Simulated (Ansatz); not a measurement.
Born–Oppenheimer molecular dynamics of a periodic cell of 19 atoms, Be$_{18}$H (surface Be(0001), adsorbate H). It goes on from the last frame of an earlier run, with new velocities.

Method: DFT PBEsol, scalar-relativistic, plane waves, PAW (Ansatz). Settings: accuracy low, cutoff 420 eV, k mesh 3x2x1, fermi-dirac smearing 0.15 eV, no spin polarisation.

```yaml
ensemble: NVT, Langevin thermostat
time_step: 0.75 fs
steps_asked: 300
set_temperature: 1800 K
friction: 0.005 /fs
atoms_held: 1 to 6
seed: 65587
```

Frames 15 fs apart, positions in Å, forces in eV/Å.

Velocities at 37.5 fs (Å/ps):

```
Be 0.00 0.00 0.00
Be 0.00 0.00 0.00
Be 0.00 0.00 0.00
Be 0.00 0.00 0.00
Be 0.00 0.00 0.00
Be 0.00 0.00 0.00
Be 1.68 -8.79 0.94
Be -10.66 -7.27 -15.63
Be 13.69 4.01 10.82
Be -10.63 -0.55 -3.41
Be -21.86 -23.47 22.22
Be -9.12 -3.18 -28.81
Be 7.96 -0.57 11.17
Be -15.78 19.85 9.34
Be 19.39 -1.53 -1.15
Be 21.82 -1.17 2.15
Be 9.44 -9.85 2.98
Be 0.34 -2.33 14.92
H -15.42 -19.02 -55.13
```

```xyz
19
Lattice="4.5800 0.0000 0.0000 3.4350 5.9496 0.0000 0.0000 0.0000 14.5884" Properties=species:S:1:pos:R:3:forces:R:3 time_fs=37.5 energy_less_start_eV=1.215 T=1666
Be 0.000 0.000 1.000 -0.13 0.16 -0.05
Be 2.290 0.000 1.000 0.33 0.04 0.08
Be 1.145 1.983 1.000 -0.05 0.23 -0.31
Be 3.435 1.983 1.000 0.01 -0.35 -0.04
Be 2.290 3.966 1.000 -0.37 -0.15 0.15
Be 4.580 3.966 1.000 0.04 -0.44 0.07
Be 0.065 1.310 2.845 -1.12 -0.58 -0.12
Be 2.214 1.473 2.845 0.76 -1.66 0.10
Be 1.010 3.132 3.293 -0.51 1.09 -2.54
Be 3.298 3.181 2.767 0.96 0.80 0.90
Be 2.458 5.228 2.904 -2.11 -0.57 -3.03
Be 4.616 5.267 2.663 0.13 -0.23 1.32
Be -0.143 -0.295 4.422 2.35 0.76 2.43
Be 2.377 -0.228 4.711 -1.42 0.29 -0.69
Be 1.122 1.675 4.599 0.23 -0.38 1.43
Be 3.519 1.668 4.867 -0.76 0.76 -0.67
Be 2.183 3.743 4.669 1.21 0.19 0.92
Be 4.432 3.607 5.051 0.37 0.33 -0.74
H 6.902 5.093 5.406 0.09 -0.29 0.79
19
Lattice="4.5800 0.0000 0.0000 3.4350 5.9496 0.0000 0.0000 0.0000 14.5884" Properties=species:S:1:pos:R:3:forces:R:3 time_fs=52.5 energy_less_start_eV=1.420 T=1360
Be 0.000 0.000 1.000 -0.64 0.23 -0.18
Be 2.290 0.000 1.000 0.35 -0.22 -0.26
Be 1.145 1.983 1.000 -0.22 0.25 -0.14
Be 3.435 1.983 1.000 0.02 -0.37 -0.04
Be 2.290 3.966 1.000 -0.14 -0.32 0.07
Be 4.580 3.966 1.000 0.20 -0.92 -0.34
Be -0.004 1.215 2.922 -0.23 0.18 -0.22
Be 2.193 1.266 2.723 0.91 -0.50 0.91
Be 1.112 3.322 3.219 -0.98 -1.78 -1.01
Be 3.307 3.193 2.826 0.54 0.09 0.36
Be 2.025 4.971 2.929 1.57 2.01 -0.69
Be 4.532 5.198 2.527 -0.22 0.21 2.32
Be 0.144 -0.238 4.730 -1.53 -0.44 -0.13
Be 2.079 -0.112 4.792 2.77 -2.07 -0.12
Be 1.395 1.629 4.678 -1.66 1.98 0.21
Be 3.664 1.692 4.857 -1.14 0.28 -0.54
Be 2.447 3.618 4.759 -0.64 0.82 0.62
Be 4.478 3.593 5.109 1.24 0.77 -0.67
H 6.916 5.187 5.511 -0.19 -0.20 -0.15
19
Lattice="4.5800 0.0000 0.0000 3.4350 5.9496 0.0000 0.0000 0.0000 14.5884" Properties=species:S:1:pos:R:3:forces:R:3 time_fs=67.5 energy_less_start_eV=0.445 T=1928
Be 0.000 0.000 1.000 -0.22 -0.13 0.08
Be 2.290 0.000 1.000 -0.24 -0.17 -0.41
Be 1.145 1.983 1.000 -0.09 -0.23 0.07
Be 3.435 1.983 1.000 -0.01 -0.23 0.05
Be 2.290 3.966 1.000 0.11 -0.42 0.32
Be 4.580 3.966 1.000 0.09 -0.32 0.32
Be -0.146 1.098 2.928 0.91 0.24 0.00
Be 2.284 0.992 2.807 -0.68 1.91 0.99
Be 1.080 3.292 2.864 0.29 -1.00 0.37
Be 3.501 3.195 2.956 -0.71 -0.18 -0.34
Be 1.918 5.164 2.781 2.44 -0.87 0.19
Be 4.427 5.101 2.863 -0.07 0.46 0.24
Be 0.170 -0.174 4.961 -0.59 -0.05 -0.39
Be 2.304 -0.339 4.840 0.25 0.91 -0.53
Be 1.342 1.781 4.713 -0.71 -0.03 -0.12
Be 3.520 1.832 4.669 0.38 -0.50 0.17
Be 2.593 3.655 4.930 -1.39 1.05 -0.14
Be 4.777 3.690 5.008 -0.42 0.02 -0.84
H 6.879 5.257 5.695 0.67 -0.47 -0.03
19
Lattice="4.5800 0.0000 0.0000 3.4350 5.9496 0.0000 0.0000 0.0000 14.5884" Properties=species:S:1:pos:R:3:forces:R:3 time_fs=82.5 energy_less_start_eV=1.698 T=1291
Be 0.000 0.000 1.000 0.41 -0.19 -0.18
Be 2.290 0.000 1.000 -0.21 0.08 0.13
Be 1.145 1.983 1.000 0.11 -1.36 -1.28
Be 3.435 1.983 1.000 -0.10 -0.13 0.05
Be 2.290 3.966 1.000 0.23 -0.39 0.05
Be 4.580 3.966 1.000 -0.27 0.09 0.26
Be -0.114 1.064 2.897 0.99 1.23 0.34
Be 2.168 1.062 3.103 0.30 0.44 -1.08
Be 1.060 3.001 2.574 0.44 1.21 2.34
Be 3.591 3.180 2.952 -0.69 0.14 -0.09
Be 2.370 5.335 2.717 -1.18 -1.54 0.90
Be 4.352 5.094 3.288 1.13 0.32 -1.95
Be 0.105 -0.051 4.977 0.40 0.04 0.09
Be 2.625 -0.382 4.744 -1.27 1.85 0.03
Be 1.104 1.976 4.616 0.35 -0.35 0.41
Be 3.419 1.915 4.535 0.42 -0.46 1.33
Be 2.473 3.863 5.037 0.67 -0.64 -0.58
Be 4.963 3.875 4.791 -1.65 -0.66 -0.11
H 7.281 5.054 5.999 -0.06 0.32 -0.66
19
Lattice="4.5800 0.0000 0.0000 3.4350 5.9496 0.0000 0.0000 0.0000 14.5884" Properties=species:S:1:pos:R:3:forces:R:3 time_fs=97.5 energy_less_start_eV=1.704 T=1552
Be 0.000 0.000 1.000 0.45 0.21 -0.25
Be 2.290 0.000 1.000 -0.03 0.06 0.29
Be 1.145 1.983 1.000 0.08 -0.89 -0.79
Be 3.435 1.983 1.000 -0.07 -0.29 0.16
Be 2.290 3.966 1.000 0.08 -0.34 0.21
Be 4.580 3.966 1.000 -0.09 0.18 0.33
Be 0.089 1.254 2.902 -1.55 -0.64 -0.04
Be 2.016 1.267 3.272 1.83 -0.66 -1.67
Be 1.170 3.021 2.676 0.15 2.15 1.45
Be 3.502 3.216 2.917 0.16 0.22 0.02
Be 2.607 5.169 2.754 -2.08 0.17 0.53
Be 4.487 5.191 3.257 1.58 0.55 -1.97
Be 0.195 0.139 4.878 0.20 -0.20 -0.43
Be 2.675 -0.019 4.709 -1.97 -0.37 -0.54
Be 0.896 2.125 4.647 1.26 -0.53 0.99
Be 3.357 1.955 4.599 0.74 0.36 0.79
Be 2.448 3.877 4.941 -0.25 0.30 -0.91
Be 4.836 3.904 4.615 -1.04 0.44 0.92
H 7.056 5.423 5.549 0.52 -0.71 0.90
19
Lattice="4.5800 0.0000 0.0000 3.4350 5.9496 0.0000 0.0000 0.0000 14.5884" Properties=species:S:1:pos:R:3:forces:R:3 time_fs=112.5 energy_less_start_eV=0.400 T=2197
Be 0.000 0.000 1.000 0.32 0.28 0.05
Be 2.290 0.000 1.000 0.56 0.20 -0.22
Be 1.145 1.983 1.000 0.16 0.11 0.19
Be 3.435 1.983 1.000 -0.02 -0.16 0.29
Be 2.290 3.966 1.000 -0.08 -0.38 -0.02
Be 4.580 3.966 1.000 0.01 0.16 0.44
Be 0.023 1.383 2.918 -0.64 0.23 -0.25
Be 2.224 1.334 3.025 0.85 1.19 -1.05
Be 1.350 3.477 3.038 -1.27 -1.37 -0.90
Be 3.402 3.254 2.860 0.82 -0.47 0.06
Be 2.521 5.045 2.764 0.21 2.24 0.53
Be 4.915 5.377 2.829 -1.65 -0.71 0.69
Be 0.298 0.200 4.644 -1.22 -0.90 0.20
Be 2.387 0.247 4.630 0.79 -1.83 1.08
Be 0.950 2.209 4.789 1.67 -0.89 -0.14
Be 3.471 2.079 4.811 -0.28 -0.01 -0.64
Be 2.350 3.872 4.781 -0.06 1.11 0.17
Be 4.552 3.963 4.635 0.12 1.04 -0.14
H 7.127 5.325 5.457 -0.29 0.15 -0.35
19
Lattice="4.5800 0.0000 0.0000 3.4350 5.9496 0.0000 0.0000 0.0000 14.5884" Properties=species:S:1:pos:R:3:forces:R:3 time_fs=127.5 energy_less_start_eV=1.675 T=1393
Be 0.000 0.000 1.000 0.24 0.30 -0.01
Be 2.290 0.000 1.000 1.34 0.64 -1.61
Be 1.145 1.983 1.000 -0.20 0.24 -0.20
Be 3.435 1.983 1.000 0.70 0.46 -0.89
Be 2.290 3.966 1.000 -0.18 0.04 0.35
Be 4.580 3.966 1.000 0.24 0.28 0.06
Be -0.165 1.518 2.836 1.90 -0.72 0.26
Be 2.475 1.557 2.618 -1.85 -1.21 1.89
Be 1.260 3.645 3.186 -1.41 -1.58 -2.43
Be 3.505 3.276 2.757 -0.30 1.36 0.42
Be 2.474 5.322 2.867 -0.05 -0.04 -1.19
Be 4.964 5.445 2.589 -2.54 -0.28 2.27
Be 0.110 0.109 4.389 -0.27 0.99 1.38
Be 2.221 0.118 4.681 0.15 0.16 -0.73
Be 1.274 2.141 4.873 -0.63 -0.21 -0.73
Be 3.557 2.257 4.933 -0.49 -0.88 -0.85
Be 2.333 4.028 4.616 0.61 0.95 1.70
Be 4.334 4.145 4.652 2.03 0.06 -0.35
H 6.834 5.641 5.296 0.76 -0.56 0.65
19
Lattice="4.5800 0.0000 0.0000 3.4350 5.9496 0.0000 0.0000 0.0000 14.5884" Properties=species:S:1:pos:R:3:forces:R:3 time_fs=142.5 energy_less_start_eV=0.881 T=1821
Be 0.000 0.000 1.000 -0.01 0.48 -0.83
Be 2.290 0.000 1.000 -0.13 0.37 -0.18
Be 1.145 1.983 1.000 -0.22 0.34 -0.39
Be 3.435 1.983 1.000 0.31 0.33 -0.71
Be 2.290 3.966 1.000 -0.23 0.12 0.18
Be 4.580 3.966 1.000 0.20 0.41 -0.37
Be -0.066 1.478 2.756 0.78 0.03 0.43
Be 2.379 1.592 2.670 -0.77 -0.37 1.24
Be 0.945 3.408 2.851 1.34 0.35 0.45
Be 3.508 3.490 2.728 -1.09 -0.38 0.76
Be 2.374 5.577 2.696 -1.18 -0.89 0.42
Be 4.421 5.444 2.712 1.16 -0.26 0.46
Be -0.145 0.180 4.440 1.08 0.71 1.27
Be 2.244 -0.050 4.530 0.32 1.89 0.15
Be 1.490 2.126 4.755 -1.68 0.17 -0.59
Be 3.577 2.314 4.739 0.36 -0.13 -0.73
Be 2.368 4.346 4.713 -0.48 -2.37 -0.72
Be 4.463 4.349 4.653 0.43 -1.67 -0.27
H 6.913 5.323 5.736 -0.16 0.85 -0.60
19
Lattice="4.5800 0.0000 0.0000 3.4350 5.9496 0.0000 0.0000 0.0000 14.5884" Properties=species:S:1:pos:R:3:forces:R:3 time_fs=157.5 energy_less_start_eV=1.677 T=1431
Be 0.000 0.000 1.000 0.30 0.16 -0.44
Be 2.290 0.000 1.000 -1.35 0.75 -1.21
Be 1.145 1.983 1.000 0.12 -0.18 -0.47
Be 3.435 1.983 1.000 0.04 0.14 0.41
Be 2.290 3.966 1.000 -0.19 0.40 0.03
Be 4.580 3.966 1.000 -0.25 0.46 -0.14
Be 0.237 1.338 2.876 -1.72 0.86 -0.26
Be 2.225 1.475 2.959 1.22 0.98 -2.15
Be 0.996 3.210 2.667 -0.01 1.33 1.15
Be 3.304 3.675 2.917 -0.16 -1.67 -0.84
Be 2.147 5.630 2.581 0.33 -0.80 1.87
Be 4.060 5.404 3.017 2.73 -0.18 -0.63
Be -0.148 0.426 4.724 1.62 -0.36 -0.47
Be 2.300 0.254 4.389 -1.03 -0.45 1.14
Be 1.343 2.250 4.571 -0.93 0.37 0.56
Be 3.622 2.348 4.405 -0.30 -0.12 0.66
Be 2.308 4.229 4.707 0.14 0.61 -0.30
Be 4.665 4.332 4.634 -0.24 -1.30 -0.02
H 6.754 5.910 5.329 -0.32 -1.00 1.12
19
Lattice="4.5800 0.0000 0.0000 3.4350 5.9496 0.0000 0.0000 0.0000 14.5884" Properties=species:S:1:pos:R:3:forces:R:3 time_fs=172.5 energy_less_start_eV=1.779 T=1388
Be 0.000 0.000 1.000 0.10 0.01 0.25
Be 2.290 0.000 1.000 -0.75 0.44 -0.43
Be 1.145 1.983 1.000 -0.11 0.09 -0.29
Be 3.435 1.983 1.000 0.22 0.31 0.20
Be 2.290 3.966 1.000 -0.26 0.45 -0.12
Be 4.580 3.966 1.000 -0.48 0.51 -0.39
Be 0.134 1.397 2.904 -0.29 -0.46 -0.67
Be 2.280 1.504 2.780 0.19 0.39 -0.26
Be 1.030 3.366 2.660 -0.56 0.38 0.65
Be 3.033 3.606 2.971 1.99 -0.61 -1.72
Be 2.041 5.463 2.788 0.68 -0.41 0.37
Be 4.320 5.236 3.241 -0.20 1.71 -1.78
Be -0.025 0.539 4.884 -0.29 -1.12 -0.35
Be 2.192 0.486 4.494 -0.05 -1.03 1.10
Be 1.101 2.480 4.511 2.01 -3.56 0.48
Be 3.586 2.299 4.269 -0.82 -0.11 1.58
Be 2.301 4.149 4.678 0.37 1.18 0.62
Be 4.831 4.032 4.594 -2.08 1.79 0.79
H 6.702 5.641 5.414 0.34 0.04 -0.03
19
Lattice="4.5800 0.0000 0.0000 3.4350 5.9496 0.0000 0.0000 0.0000 14.5884" Properties=species:S:1:pos:R:3:forces:R:3 time_fs=187.5 energy_less_start_eV=1.052 T=1513
Be 0.000 0.000 1.000 -0.02 0.06 0.33
Be 2.290 0.000 1.000 -0.21 0.04 0.44
Be 1.145 1.983 1.000 -0.63 0.45 -0.66
Be 3.435 1.983 1.000 0.65 0.34 -0.85
Be 2.290 3.966 1.000 -0.55 0.35 -0.17
Be 4.580 3.966 1.000 -0.28 0.40 -0.29
Be -0.037 1.452 2.794 0.07 0.04 0.36
Be 2.326 1.658 2.559 -0.78 -1.61 2.27
Be 1.034 3.624 2.829 0.68 -1.76 0.09
Be 3.173 3.457 2.737 1.89 0.63 0.83
Be 2.129 5.298 3.018 0.92 1.73 -1.63
Be 4.617 5.335 3.144 -1.51 1.05 -0.85
Be 0.045 0.366 4.874 -0.74 -0.56 -0.70
Be 2.104 0.465 4.814 1.80 -1.51 -0.26
Be 1.209 2.159 4.574 -0.63 0.92 0.02
Be 3.309 2.224 4.423 0.59 -0.12 0.65
Be 2.395 4.286 4.748 -0.26 -0.89 0.23
Be 4.635 3.931 4.690 -0.47 0.59 0.03
H 6.993 5.615 5.614 -0.50 -0.16 0.13
19
Lattice="4.5800 0.0000 0.0000 3.4350 5.9496 0.0000 0.0000 0.0000 14.5884" Properties=species:S:1:pos:R:3:forces:R:3 time_fs=202.5 energy_less_start_eV=0.785 T=1807
Be 0.000 0.000 1.000 -0.11 0.30 0.12
Be 2.290 0.000 1.000 0.40 0.21 0.27
Be 1.145 1.983 1.000 -0.24 0.40 -0.23
Be 3.435 1.983 1.000 -0.17 0.02 -0.54
Be 2.290 3.966 1.000 -0.26 -0.01 0.27
Be 4.580 3.966 1.000 0.89 0.74 -0.77
Be -0.131 1.555 2.768 1.26 -1.53 0.98
Be 2.275 1.537 2.797 0.35 -0.18 -0.03
Be 1.128 3.498 3.078 0.66 0.02 -0.14
Be 3.680 3.338 2.584 -2.04 0.63 1.76
Be 2.411 5.470 2.922 -0.52 -0.32 -0.34
Be 4.632 5.578 2.842 -0.09 -0.71 0.37
Be 0.014 0.099 4.740 0.20 0.77 0.24
Be 2.307 0.092 5.064 -0.98 0.50 -1.37
Be 1.223 1.949 4.683 -1.41 0.31 -0.08
Be 3.232 2.126 4.652 1.34 0.38 -0.10
Be 2.415 4.291 4.816 -2.13 -1.20 -0.03
Be 4.300 4.037 4.794 2.20 0.06 -0.68
H 6.623 5.328 5.861 0.66 -0.40 0.29
```

Of the whole run (225 fs, mean temperature of the second half 1619 K): The mean temperature of the second half is 10 % below the set value. A run of 0.23 ps of so small a system gives no equilibrium averages. Limits of this set-up: coarse k mesh, thin slab, slab without dipole correction, odd electron count without spin, low accuracy level.

The run took 15 min on 1 thread of Arm Neoverse V2, with other jobs on the host, peak memory 0.47 GiB.
